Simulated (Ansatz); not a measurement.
CuAu: pressure and energy less free atoms against volume per atom

All results are calculated (Ansatz 0.2.0). Periodic Kohn-Sham DFT of a crystal at fixed atoms; pressure and stress are positive in compression; the energy is the free energy less that of spherical unpolarised free atoms; site moments are those in the method's own spheres, positive along +z.

Cell of the first row (space group P4/mmm, No. 123):
```
cell vectors (Å)
   2.7433     0.0000     0.0000
   0.0000     2.7433     0.0000
   0.0000     0.0000     3.5957
atoms (fractions of the cell vectors)
Cu  0.50000  0.50000  0.50000
Au  0.00000  0.00000  0.00000
```

Settings of every row: method all-electron LAPW; functional PBE; relativity scalar; k mesh 12x12x9; filling fermi-dirac; smearing width 0.08 eV; basis error target 0.5 meV/atom; nucleus gaussian.

Atom start moment: 0 on all atoms.

Limits: no spin-orbit coupling on heavy atoms.

| row | volume per atom (Å³) | pressure (GPa) | energy less free atoms (eV/atom) |
| --- | --- | --- | --- |
| 1 | 13.53 | 19.388 | -3.4651 |
| 2 | 13.955 | 12.53 | -3.5071 |
| 3 | 14.386 | 6.73 | -3.5328 |
| 4 | 14.818 | ? | ? |
| 5 | 15.25 | -2.082 | -3.5439 |

Question: what pressure and energy less free atoms should row 4 give?

Worked fit of pressure. Take u = (V_r/V)^(2/3) − 1 with V_r = 14.171 Å³ an atom, which is twice the finite (Eulerian) strain; such expansions in the strain, on which the Birch-Murnaghan equation of state is built, carry the rest volume and the bulk modulus. The shown rows have u = 0.03134, 0.01029, -0.00999, -0.04774. Least squares give pressure = 9.4929 + 286.611 × u + 925.51 × u² GPa; a straight line predicts inner rows, each left out in turn, worse (root mean square 0.91 against 0.021 GPa). The rows lie off it by 0.004, -0.010, 0.008, -0.001 (root mean square 0.0067 GPa). The pressure vanishes at u = -0.0377, or V = 15.01 Å³ an atom, and there the bulk modulus at fixed shape and fractions is B = −V dP/dV = (2/3)(1 + u) dP/du = 139 GPa. Letting shape and atoms relax would as a rule lower it, by much in layered, chain or molecular crystals. The withheld row has u = -0.02932, so the fit gives 9.4929 + 286.611 × (-0.02932) + 925.51 × (-0.02932)² = 1.885 GPa.

The calculation gave 1.914 GPa. The fit lies 0.029 GPa (1.5 % of the value, 0.14 % of the column's range) below it; its largest miss of a shown row is 0.010 GPa.

Worked fit of energy less free atoms. Take u = (V_r/V)^(2/3) − 1 with V_r = 14.171 Å³ an atom, which is twice the finite (Eulerian) strain; such expansions in the strain, on which the Birch-Murnaghan equation of state is built, carry the rest volume and the bulk modulus. The shown rows have u = 0.03134, 0.01029, -0.00999, -0.04774. Least squares give energy less free atoms = −3.52188 + 1.2753 × u + 17.061 × u² eV/atom; a straight line predicts inner rows, each left out in turn, worse (root mean square 0.017 against 0.0003 eV/atom). The rows lie off it by 0.0001, -0.0001, 0.0001, 0.0000. Its lowest point lies at u = -0.0374, or V = 15 Å³ an atom, and the curvature there gives the bulk modulus at fixed shape and fractions, B = (4/9)(1 + u)² E″(u)/V = 150 GPa. Letting shape and atoms relax would as a rule lower it, by much in layered, chain or molecular crystals. The withheld row has u = -0.02932, so the fit gives −3.52188 + 1.2753 × (-0.02932) + 17.061 × (-0.02932)² = -3.5446 eV/atom.

The calculation gave -3.5443 eV/atom. The fit lies 0.0003 eV/atom (0.38 % of the column's range) below it; its largest miss of a shown row is 0.0001 eV/atom.
